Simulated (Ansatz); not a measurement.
**BN: equation of state with r2SCAN**

BN:

```
CELL_PARAMETERS angstrom
2.55394 0.00000 0.00000
-1.27697 2.21178 0.00000
0.00000 0.00000 4.22685
ATOMIC_POSITIONS crystal
N 0.33333 0.66667 0.12528
N 0.66667 0.33333 0.62528
B 0.33333 0.66667 0.49972
B 0.66667 0.33333 0.99972
```

Measurements of this composition are mostly on another form, of space group No. 194.

* Program: Ansatz 0.2.0
* Task: equation of state
* Functional: r2SCAN
* Potentials or basis: Ansatz PAW
* Cutoff: 500 eV
* Density cutoff: 2000 eV
* k mesh: 12 × 12 × 6
* Occupations: fermi-dirac, width 0.05 eV
* Spin: no spin polarisation

```yaml
Equilibrium_volume: 5.90 Å³/atom
Bulk_modulus_at_fixed_shape_and_positions: 392 GPa
Pressure_derivative_of_the_bulk_modulus: 3.7
```

Energy against volume, from the lowest point:
```tsv
volume (Å³/atom)	energy (meV/atom)
5.611	17.71
5.730	5.48
5.850	0.00
5.969	0.65
6.088	6.89
6.208	18.21
6.327	34.15
```

All runs of the series together: 6.5 s on 2 threads of AMD EPYC 9R45 96-Core Processor (Zen 5), on a shared host.

Caveat: the cell was scaled at fixed shape and fractional positions, which overstates the stiffness of a crystal with free parameters, most of all of layers and chains; the PAW data sets were made with another functional, which shifts forces and pressure a little.
